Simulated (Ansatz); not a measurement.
Runs of Ansatz 0.2.0 on SnO2. Symmetry: Pa-3, No. 205, cubic system. The conventional cell has a = 5.175 Å, b = 5.175 Å, c = 5.175 Å, α = 90.00°, β = 90.00°, γ = 90.00°. Sn (site symmetry -3) has 6 O at 2.11 Å as nearest neighbours. Around O (site symmetry 3) lie 3 Sn at 2.11 Å. Measurements of this composition are mostly on another form, of space group No. 136.

| task | level | cell | k mesh | cutoff (eV) | smearing | level | run kind | points for each segment of the path | gap on the mesh (eV) | pressure (GPa) | relaxed volume (Å³/atom) | largest force (eV/Å) |
| --- | --- | --- | --- | --- | --- | --- | --- | --- | --- | --- | --- | --- |
| band structure | HSE06 | as given | 4 × 4 × 4 | 420 | fixed | hse06 | scf | - | 2.08 | - | - | 0.03 |
| relaxation of cell and atoms | r2SCAN | relaxed | 5 × 5 × 5 | 500 | fermi-dirac 0.05 eV | - | - | - | 1.61 | 0.0 | (c) | - |
| band structure | LDA | as given | 5 × 5 × 5 | 420 | fermi-dirac 0.05 eV | - | - | 10 | (d) | -12.5 | - | 0.04 |
| relaxation of cell and atoms | BLYP+D3(BJ) | relaxed | 5 × 5 × 5 | 420 | fermi-dirac 0.05 eV | - | - | - | 0.67 | 0.0 | 11.45 | - |
| band structure | PBEsol | as given | 5 × 5 × 5 | 420 | fermi-dirac 0.05 eV | - | - | 10 | 0.51 | -7.2 | - | 0.02 |
| band structure | r2SCAN | as given | 5 × 5 × 5 | 500 | fermi-dirac 0.05 eV | - | - | 10 | 1.13 | -9.0 | - | 0.02 |
| relaxation of cell and atoms | PBEsol+D4 | relaxed | 5 × 5 × 5 | 420 | fermi-dirac 0.05 eV | - | - | - | (b) | 0.0 | (a) | - |
| band structure | BLYP | as given | 4 × 4 × 4 | 420 | fermi-dirac 0.05 eV | - | - | 10 | 0.59 | 5.4 | - | 0.04 |

Alike in all rows: potentials or basis Ansatz PAW; no spin polarisation.

**Question.** Estimate the missing entries.

**Answer.** (a) 11.02; (b) 0.96; (c) 11.06; (d) 0.47.

Caveats: spin-orbit coupling is left out, which moves the levels of the heavy elements; the PAW data sets come from PBE, with cores solved anew for the run's functional, which leaves a small shift of forces and pressure; odd divisions of the mesh miss points on the zone boundary, where band edges often lie, so the gap on the mesh can be too wide (some runs); the plane-wave basis is chosen anew once the cell has moved, so the energies of steps on either side of that aren't comparable (some runs); the potentials were made for another functional, which shifts forces and pressure (some runs).

A k mesh can miss the band edges, and the runs leave out spin-orbit coupling on Sn.

Not every run made on this cell is shown here.
